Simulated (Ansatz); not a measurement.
## LiF, space group Pm-3m: a scan of one input key, step by step

With Ansatz 0.2.0 through its Python package.

The cells in order, each with its output:

In [1]:
```python
import ansatz as az
```

In [2]:
```python
lattice = az.Lattice.of(
    (2.559533, 0.0, 0.0),
    (0.0, 2.559533, 0.0),
    (0.0, 0.0, 2.559533),
)
sites = [
    ("Li", (0.0, 0.0, 0.0)),
    ("F", (0.5, 0.5, 0.5)),
]
lif = az.Crystal(lattice=lattice)
for symbol, position in sites:
    lif = lif.atom(symbol, position)
```

In [3]:
```python
len(lif.resolved().sites)
```
Out [3]:
```text
2
```

In [4]:
```python
base = lif.calculation()
base = base.functional("lda")
base = base.basis(20 * az.Ry, xc_grid=1)
base = base.kpoints(8, 8, 8, shift=0.5)
base = base.occupations("Fermi-Dirac", width=0.3)
base = base.band_table()
typed = base.input()
rows = []
for value in [1, 2, 3]:
    edited = typed.set(az.key.basis.xc_grid, value)
    data = az.Session.from_dict(edited).plan().execute().report
    rows.append((value, data["free_energy_ev"], data["n_iterations"], len(data["eigenvalues_ev"][0]) if "eigenvalues_ev" in data else 0))
for row in rows:
    print("; ".join(f"{name} = {round(v, 4) if isinstance(v, float) else v}" for name, v in zip(["xc grid", "F eV", "iterations", "bands listed"], row)))
```
```text
DeckWarning: basis.ecutwfc = 272.11386245988 eV is below the records' recommended 420 eV, and the density's cutoff is lower with it unless basis.ecutrho_ratio is high enough to keep the records' density cutoff: compare with a run at a higher cutoff
xc grid = 1; F eV = -996.402; iterations = 6; bands listed = 9
xc grid = 2; F eV = -996.402; iterations = 6; bands listed = 9
xc grid = 3; F eV = -996.402; iterations = 6; bands listed = 9
```

These settings explore the input space; cutoff and mesh may be short of convergence. The cutoff lies under the one recommended for these potentials. This cell is a computed structure, which may not be the phase found in nature. Warnings are shown shortened and without file and line. Hardware and time: 1.2 s on 1 thread of Arm Neoverse V2, with other jobs on the host, peak memory 0.3 GiB.

(Lines on the test bed's own set-up are left out of the output.)
